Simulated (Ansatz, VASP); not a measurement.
**One calculation of NaF, two programs**

File INCAR:

```
SYSTEM = NaF
PREC = Accurate
ENCUT = 520
EDIFF = 1E-7
ISMEAR = -1
SIGMA = 0.03
LREAL = .FALSE.
LASPH = .TRUE.
NELM = 80
ALGO = Normal
ISIF = 2
LWAVE = .FALSE.
LCHARG = .FALSE.
GGA = PE
NBANDS = 14
```

KPOINTS

```
regular mesh
0
G
  6 6 6
  0 0 0
```

The input POSCAR:

```
NaF
1.0
    0.0000000000      2.3233000000      2.3233000000
    2.3233000000      0.0000000000      2.3233000000
    2.3233000000      2.3233000000      0.0000000000
Na F
1 1
Direct
    0.0000000000      0.0000000000      0.0000000000
    0.5000000000      0.5000000000      0.5000000000
```

Input for Ansatz:

```yaml
crystal:
  lattice:
    - [0.0, 2.3233, 2.3233]
    - [2.3233, 0.0, 2.3233]
    - [2.3233, 2.3233, 0.0]
  atoms:
    - { symbol: Na, position: [0.0, 0.0, 0.0] }
    - { symbol: F, position: [0.5, 0.5, 0.5] }
kpoints:
  mp_grid: { grid: [6, 6, 6] }
scf:
  occupations: { method: fermi_dirac, width: 0.03 }
hamiltonian:
  xc: pbe
  pseudopotentials: { kind: all_electron, lapw: { basis_error: 0.0005 } }
output:
  forces: true
  stress: true
  eigenvalues: true
```

Alike in both runs: task single point; functional PBE; k mesh 6 × 6 × 6; occupations fermi-dirac, width 0.03 eV; no spin polarisation.

|  | VASP | Ansatz |
| --- | --- | --- |
| version | VASP 6.6.1 | Ansatz 0.2.0 |
| potentials or method | VASP PAW PBE potentials, release 64 (Na_pv, F) | all-electron LAPW, scalar-relativistic |
| plane-wave cutoff (eV) | 520 | see its input |

|  | VASP | Ansatz | Ansatz less VASP |
| --- | --- | --- | --- |
| gap on the k mesh at the Fermi level (eV) | 6.26 | 6.27 | +0.011 |
| pressure (GPa) | 1.6 | 1.7 | +0.15 |

Ansatz ran all-electron here, so the differences hold the error of VASP's frozen core and of both bases.
